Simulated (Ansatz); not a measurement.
System: LiH (rock salt type), 2 atoms in the cell.

The calculation used r²SCAN, plane waves, PAW datasets (earlier set, tuned by hand) (Ansatz).

Cutoff 1000 eV; k-mesh 6×6×6 Γ-centred; Fermi–Dirac smearing of 0.02 eV; no spin polarisation.

```
CELL_PARAMETERS angstrom
0.00000 2.01000 2.01000
2.01000 0.00000 2.01000
2.01000 2.01000 0.00000
ATOMIC_POSITIONS crystal
Li 0.00000 0.00000 0.00000
H 0.50000 0.50000 0.50000
```

Is the cell under compression or tension, and by how much?

The pressure is -0.36 GPa, so at these settings the cell is stretched and would shrink.

The stress includes the program's correction for the finite plane-wave basis.
